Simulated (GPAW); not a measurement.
# SnSe2: equation of state with PBE

The system is SnSe2.

```
CELL_PARAMETERS angstrom
3.81100 0.00000 0.00000
-1.90550 3.30042 0.00000
0.00000 0.00000 6.13600
ATOMIC_POSITIONS crystal
Sn 0.00000 0.00000 0.00000
Se 0.66667 0.33333 0.75100
Se 0.33333 0.66667 0.24900
```

- Program: GPAW 26.7.0
- Task: equation of state
- Functional: PBE
- Potentials or basis: GPAW PAW data sets (gpaw-data 1.2.1)
- Cutoff: 600 eV
- Basis: pw
- k mesh: 7 × 7 × 4
- Occupations: fermi-dirac, width 0.05 eV
- Spin: no spin polarisation

```json
{
  "Equilibrium volume": "27.79 Å³/atom (rough: see the caveat)",
  "Bulk modulus at fixed shape and positions": "58 GPa (rough)"
}
```

Energy against volume, from the lowest point:
| volume (Å³/atom) | energy (meV/atom) |
| --- | --- |
| 24.182 | 108.11 |
| 24.697 | 75.83 |
| 25.212 | 50.08 |
| 25.726 | 30.19 |
| 26.241 | 15.56 |
| 26.755 | 5.66 |
| 27.270 | 0.00 |

It took 3.8 min on 1 thread of Intel(R) Xeon(R) Platinum 8259CL CPU @ 2.50GHz (Skylake/Cascade Lake), with other jobs on the host, peak memory 0.36 GiB.

Caveat: the minimum lies outside the volumes run; the cell was scaled at fixed shape and fractional positions, which overstates the stiffness of a crystal with free parameters, most of all of layers and chains; this functional lacks dispersion, which binds the layers, so the pressure and a relaxed spacing across them are unreliable.
